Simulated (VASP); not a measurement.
# Re (P6_3/mmc) in VASP: a series of runs

Aim: see how the results for Re move with the level of theory and the settings. Levels: PBE, PBE+dDsC, LDA. Tasks: single point, relaxation of cell and atoms.

All numbers are computed with VASP 6.6.1; they aren't measurements. Logs are shortened: lines on timing, memory, paths and dates and some standing lists are left out, and cuts for length are marked.

## 1. Starting point

Symmetry: P6_3/mmc, No. 194, hexagonal system. Conventional cell: a = 2.761 Å, b = 2.761 Å, c = 4.458 Å, α = 90.00°, β = 90.00°, γ = 120.00°. Re (site symmetry -6m2) has 12 Re at 2.74 to 2.76 Å as nearest neighbours.

## 2. Single point, PBE

File INCAR:

```
ALGO = Fast ; EDIFF = 1E-6
ENCUT = 520 ; GGA = PE
ISIF = 2 ; ISMEAR = 0
LASPH = T ; LCHARG = T
LELF = T ; LREAL = F
LVHAR = T ; LWAVE = F
NBANDS = 14 ; NELM = 60
PREC = Accurate ; SIGMA = 0.02
```

File KPOINTS:

```
k-points
0
Gamma
  11 11 6
```

File POSCAR:

```
Re
2.7608
    1.000000000000      0.000000000000      0.000000000000
   -0.500000000000      0.866025403796      0.000000000000
    0.000000000000      0.000000000000      1.614821790785
Re
2
Direct
    0.6666666667      0.3333333333      0.7500000000
    0.3333333333      0.6666666667      0.2500000000
```

Potentials or basis: VASP PAW PBE potentials, release 64 (Re).

The run is started by

```bash
$ cat potpaw_PBE.64/Re/POTCAR > POTCAR
$ mpirun -np 1 vasp_std > vasp.out
```

OUTCAR:

```text
EDIFF = 1E-6
   ENCUT = 520
   GGA = PE
   ISIF = 2
   ISMEAR = 0
   LASPH = T
   LREAL = F
   NELM = 60
   PREC = Accurate

 ion  position               nearest neighbor table
   1  0.667  0.333  0.750-   2 2.74   2 2.74   2 2.74   2 2.74   2 2.74   2 2.74
   2  0.333  0.667  0.250-   1 2.74   1 2.74   1 2.74   1 2.74   1 2.74   1 2.74

  LATTYP: Found a hexagonal cell.
 ALAT       =     2.7608000000
 C/A-ratio  =     1.6148217908

  Lattice vectors:

 A1 = (   2.7608000000,   0.0000000000,   0.0000000000)
 A2 = (  -1.3804000000,   2.3909229348,   0.0000000000)
 A3 = (   0.0000000000,   0.0000000000,   4.4582000000)

Analysis of symmetry for initial positions (statically):
=====================================================================
 Subroutine PRICEL returns:
 Original cell was already a primitive cell.

 Routine SETGRP: Setting up the symmetry group for a
 hexagonal supercell.

 Subroutine GETGRP returns: Found 24 space group operations
 (whereof 12 operations were pure point group operations)
 out of a pool of 24 trial point group operations.

The static configuration has the point symmetry D_3d.
 The point group associated with its full space group is D_6h.

Analysis of symmetry for dynamics (positions and initial velocities):
=====================================================================
 Subroutine PRICEL returns:
 Original cell was already a primitive cell.

 Routine SETGRP: Setting up the symmetry group for a
 hexagonal supercell.

 Subroutine GETGRP returns: Found 24 space group operations
 (whereof 12 operations were pure point group operations)
 out of a pool of 24 trial point group operations.

The dynamic configuration has the point symmetry D_3d.
 The point group associated with its full space group is D_6h.

 Subroutine INISYM returns: Found 24 space group operations
 (whereof 12 operations are pure point group operations),
 and found     1 'primitive' translations

----------------------------------------------------------------------------------------

                                     Primitive cell

  volume of cell :      29.4280

  direct lattice vectors                    reciprocal lattice vectors
     2.760800000  0.000000000  0.000000000     0.362213851  0.209124264  0.000000000
    -1.380400000  2.390922935  0.000000000     0.000000000  0.418248529  0.000000000
     0.000000000  0.000000000  4.458200000     0.000000000  0.000000000  0.224305774

  length of vectors
     2.760800000  2.760800000  4.458200000     0.418248529  0.418248529  0.224305774

  position of ions in fractional coordinates (direct lattice)
     0.666666667  0.333333333  0.750000000
     0.333333333  0.666666667  0.250000000

  ion indices of the primitive-cell ions
   primitive index   ion index
                 1           1
                 2           2

----------------------------------------------------------------------------------------

 KPOINTS: k-points

Automatic generation of k-mesh.
 Grid dimensions read from file:
 generate k-points for:   11   11    6

 Generating k-lattice:

  Cartesian coordinates                     Fractional coordinates (reciprocal lattice)
     0.032928532  0.019011297  0.000000000     0.090909091 -0.000000000  0.000000000
     0.000000000  0.038022594  0.000000000     0.000000000  0.090909091  0.000000000
     0.000000000  0.000000000  0.037384296     0.000000000  0.000000000  0.166666667

  Length of vectors
     0.038022594  0.038022594  0.037384296

  Shift w.r.t. Gamma in fractional coordinates (k-lattice)
     0.000000000  0.000000000  0.000000000

 Subroutine IBZKPT returns following result:
 ===========================================

 Found     64 irreducible k-points:

 Following reciprocal coordinates:
            Coordinates               Weight
  0.000000  0.000000  0.000000      1.000000
  0.090909 -0.000000  0.000000      6.000000
  0.181818  0.000000  0.000000      6.000000
  0.272727 -0.000000  0.000000      6.000000
  0.363636  0.000000  0.000000      6.000000
  0.454545 -0.000000  0.000000      6.000000
[... 16 lines left out ...]
  0.090909  0.090909  0.166667     12.000000
  0.181818  0.090909  0.166667     24.000000
 [... further k-points ...]
   k-points           NKPTS =     64   k-points in BZ     NKDIM =     64   number of bands    NBANDS=     14
   number of dos      NEDOS =    301   number of ions     NIONS =      2
   total plane-waves  NPLWV =  20736
   dimension x,y,z NGX =    24 NGY =   24 NGZ =   36
   dimension x,y,z NGXF=    48 NGYF=   48 NGZF=   72
   ions per type =               2
   NGX,Y,Z   is equivalent  to a cutoff of  14.45, 14.45, 13.42 a.u.
   NGXF,Y,Z  is equivalent  to a cutoff of  28.90, 28.90, 26.85 a.u.
 SYSTEM =  unknown system
   PREC   = accura    normal or accurate (medium, high low for compatibility)
   ISTART =      0    job   : 0-new  1-cont  2-samecut
   ICHARG =      2    charge: 1-file 2-atom 10-const
   ISPIN  =      1    spin polarized calculation?
   LNONCOLLINEAR =      F non collinear calculations
   LSORBIT =      F    spin-orbit coupling
   LASPH  =      T    aspherical Exc in radial PAW
   ENCUT  =  520.0 eV  38.22 Ry    6.18 a.u.   5.13  5.13  8.29*2*pi/ulx,y,z
   NELM   =     60;   NELMIN=  2; NELMDL= -5     # of ELM steps
   EDIFF  = 0.1E-05   stopping-criterion for ELM
   LREAL  =      F    real-space projection
   EDIFFG = 0.1E-04   stopping-criterion for IOM
   NSW    =      0    number of steps for IOM
   IBRION =     -1    ionic relax: 0-MD 1-quasi-New 2-CG
   NFREE  =      0    steps in history (QN), initial steepest desc. (CG)
   ISIF   =      2    stress and relaxation
   ISYM   =      2    0-nonsym 1-usesym 2-fastsym
   POTIM  = 0.5000    time-step for ionic-motion
   TEBEG  =    0.0;   TEEND  =   0.0 temperature during run
   PSTRESS=    0.0 pullay stress
   NELECT =      14.0000    total number of electrons
   NUPDOWN=      -1.0000    fix difference up-down
   EMIN   =  10.00;   EMAX   =-10.00  energy-range for DOS
   EFERMI =   0.00;   METHOD = LEGACY
   ISMEAR =     0;   SIGMA  =   0.02  broadening in eV -4-tet -1-fermi 0-gaus
   EFERMI_NEDOS =   21; number of points for ismear=-14 and -15
   IALGO  =     68    algorithm
   IMIX   =      4    mixing-type and parameters
     AMIX     =   0.40;   BMIX     =  1.00
     AMIX_MAG =   1.60;   BMIX_MAG =  1.00
  volume/ion in A,a.u.               =      14.71        99.29
  Fermi-wavevector in a.u.,A,eV,Ry     =   1.278000  2.415070 22.222174  1.633284
  Thomas-Fermi vector in A             =   2.410568
   LORBIT       =      0    0 simple, 1 ext, 2 COOP (PROOUT), +10 PAW based schemes
   GGA     = PE    functional components
   LHFCALC =     F    Hartree Fock is set to
   AEXX    =    0.0000 exact exchange contribution
   IVDW    =     0    specifies the selected vdW correction
   LEPSILON=     F    determine dielectric tensor
   LRPA    =     F    only Hartree local field effects (RPA)
 non-spin polarized calculation
 RMM-DIIS sequential band-by-band and
 Gauss-broadening in eV      SIGMA  =   0.02
  energy-cutoff  :      520.00
  volume of cell :       29.43
 maximum number of plane-waves:       808
 NGX is ok and might be reduce to    24
   NGX = 11   NGY = 11   NGZ = 17

 number of electron      14.0000000 magnetization

 Free energy of the ion-electron system (eV)
  ---------------------------------------------------
  ext. energy  EPLUGINS =         0.00000000
  ---------------------------------------------------
  free energy    TOTEN  =       -24.84025847 eV

  energy without entropy =      -24.84016599  energy(sigma->0) =      -24.84021223

 E-fermi :   7.9163     XC(G=0): -13.7300

 val. band max:        7.8786363740   @ k =   0.1818   0.0000   0.1667
 cond. band min:       7.9405575980   @ k =   0.3636   0.1818   0.3333
 fundamental gap:      0.0619212240
 Fermi energy:         7.9163057859

 k-point     1 :       0.0000    0.0000    0.0000
  band No.  band energies     occupation
      1      -1.9813      2.00000
      2       1.2631      2.00000
      3       6.3067      2.00000
      4       6.3088      2.00000
      5       6.3088      2.00000
      6       7.1457      2.00000
      7       7.1457      2.00000
      8       8.0729      0.00000
      9       8.0729      0.00000
     10       8.5017      0.00000
     11      11.2496      0.00000
     12      11.2496      0.00000
     13      17.9033      0.00000
     14      22.0335      0.00000

 k-point     2 :       0.0909   -0.0000    0.0000
  band No.  band energies     occupation
      1      -1.6455      2.00000
      2       1.5755      2.00000
      3       5.6733      2.00000
      4       6.6179      2.00000
      5       6.7986      2.00000
      6       6.9599      2.00000
      7       7.2616      2.00000
      8       7.4376      2.00000
      9       7.8215      2.00000
     10       8.0205      0.00000
     11      11.4173      0.00000
     12      12.5646      0.00000
     13      17.8787      0.00000
     14      22.7688      0.00000

 k-point     3 :       0.1818    0.0000    0.0000
  band No.  band energies     occupation
      1      -0.7191      2.00000
      2       2.3158      2.00000
      3       5.0038      2.00000
      4       5.6221      2.00000
      5       6.3490      2.00000
      6       7.2633      2.00000
      7       7.5156      2.00000
      8       7.5976      2.00000
      9       7.6444      2.00000
     10       8.2777      0.00000
     11      11.7455      0.00000
     12      14.7684      0.00000
     13      17.6697      0.00000
     14      24.2015      0.00000
[... 324 lines left out ...]
 k-point    23 :       0.0909    0.0909    0.1667
  band No.  band energies     occupation
      1      -0.7138      2.00000
      2       2.1796      2.00000
      3       5.1739      2.00000
      4       5.3938      2.00000
      5       6.3202      2.00000
      6       6.8359      2.00000
      7       7.0532      2.00000
      8       7.6288      2.00000
      9       8.3646      0.00000
     10       8.4084      0.00000
     11      11.5144      0.00000
     12      13.2960      0.00000
     13      19.1608      0.00000
     14      23.4446      0.00000

 k-point    24 :       0.1818    0.0909    0.1667
  band No.  band energies     occupation
      1       0.3383      2.00000
      2       2.9691      2.00000
      3       4.3255      2.00000
      4       4.6714      2.00000
      5       5.9422      2.00000
      6       6.6297      2.00000
      7       7.2374      2.00000
      8       8.1856      0.00000
      9       8.8983      0.00000
     10       9.2886      0.00000
     11      11.6497      0.00000
     12      14.7068      0.00000
     13      19.0758      0.00000
     14      24.0304      0.00000

 [... further k-points ...]

------------------------ aborting loop because EDIFF is reached ----------------------------------------

  FORCE on cell =-STRESS in cart. coord.  units (eV):
  Direction    XX          YY          ZZ          XY          YZ          ZX
  --------------------------------------------------------------------------------------
  -------------------------------------------------------------------------------------
  Total        1.0651138      1.0651138      0.8850633      0.0000000      0.0000000      0.0000000
  in kB       57.9891197     57.9891197     48.1864375      0.0000000      0.0000000      0.0000000
  external PRESSURE =      54.7215590 kB  Pullay stress =       0.0000000 kB

 VOLUME and BASIS-vectors are now :
 -----------------------------------------------------------------------------
  energy-cutoff  :      520.00
  volume of cell :       29.43
      direct lattice vectors                 reciprocal lattice vectors
     2.760800000  0.000000000  0.000000000     0.362213851  0.209124264  0.000000000
    -1.380400000  2.390922935  0.000000000     0.000000000  0.418248529  0.000000000
     0.000000000  0.000000000  4.458200000     0.000000000  0.000000000  0.224305774

 POSITION                                       TOTAL-FORCE (eV/Angst)
 -----------------------------------------------------------------------------------
      1.38040      0.79697      3.34365         0.000000     -0.000000      0.000000
     -0.00000      1.59395      1.11455        -0.000000      0.000000      0.000000
 -----------------------------------------------------------------------------------
    total drift:                               -0.000000      0.000000     -0.000000

  FREE ENERGIE OF THE ION-ELECTRON SYSTEM (eV)
  ---------------------------------------------------
  free  energy   TOTEN  =       -24.8402584693 eV

  energy  without entropy=      -24.8401659850  energy(sigma->0) =      -24.84021223
```

It took 21 s on 1 thread of Intel Xeon Platinum 8488C (Sapphire Rapids), shared host; peak memory 0.16 GiB.

Results:

- Free energy: -24.8403 eV
- Pressure: 5.5 GPa
- Band gap on the k mesh: none (metal or under the smearing width)

Stress tensor (GPa, compression positive):
```
5.80 0.00 0.00
0.00 5.80 0.00
0.00 0.00 4.82
```

Levels at points of the mesh, in eV from the Fermi level:
```tsv
k point	band 5	band 6	band 7	band 8	band 9	band 10
(0.00, 0.00, 0.00)	-1.61	-0.77	-0.77	0.16	0.16	0.59
(0.00, 0.00, 0.50)	-1.74	-1.74	-1.74	-1.74	2.52	2.52
```

## 3. Single point, PBE

File run.py:

```python
from ase import Atoms
from ase.calculators.vasp import Vasp
from ase.dft.bandgap import bandgap

atoms = Atoms(
    ['Re', 'Re'],
    cell=[[2.7608, 0.0, 0.0], [-1.3804, 2.3909229348, 0.0], [0.0, 0.0, 4.4582]],
    scaled_positions=[[0.6666666667, 0.3333333333, 0.75], [0.3333333333, 0.6666666667, 0.25]],
    pbc=True,
)
calc = Vasp(
    directory='calc',
    xc='pbe',
    pp='PBE',
    setups='recommended',
    prec='Accurate',
    encut=520,
    ediff=1e-06,
    ismear=0,
    sigma=0.02,
    lreal=False,
    lasph=True,
    nelm=60,
    algo='Normal',
    isif=2,
    lwave=False,
    lcharg=False,
    kpts=[11, 11, 6],
    gamma=True,
)
atoms.calc = calc

print('energy (eV):', atoms.get_potential_energy())
print('free energy (eV):', atoms.get_potential_energy(force_consistent=True))
print('forces (eV/A):')
print(atoms.get_forces())
print('stress (eV/A^3, Voigt):', atoms.get_stress())
print('Fermi level (eV):', calc.get_fermi_level())
gap, top, bottom = bandgap(calc)
print('band gap (eV):', gap, 'from (spin, k, band)', top, 'to', bottom)
```

Potentials or basis: VASP PAW PBE potentials, release 64 (Re).

The run is started by

```bash
$ python run.py
```

Run time: 18 s. Hardware: 1 thread of Intel Xeon Platinum 8488C (Sapphire Rapids), shared host; peak memory 0.16 GiB.

It converged, with:

```yaml
Free_energy: -24.8403 eV
Pressure: 5.4 GPa
Band_gap_on_the_k_mesh: none (metal or under the smearing width)
```

Stress tensor (GPa, compression positive):
```
5.75 0.00 0.00
0.00 5.75 0.00
0.00 0.00 4.77
```

Levels at points of the mesh, in eV from the Fermi level:
```csv
k point,band 4,band 5,band 6,band 7,band 8,band 9,band 10,band 11
"(0.00, 0.00, 0.00)",-1.61,-1.61,-0.77,-0.77,0.16,0.16,0.59,3.33
"(0.00, 0.00, 0.50)",-2.41,-1.74,-1.74,-1.74,-1.74,2.52,2.52,2.52
```

The run has no spin-orbit coupling, so splittings on Re are missing.

(Part 1 of 2 ends here.)
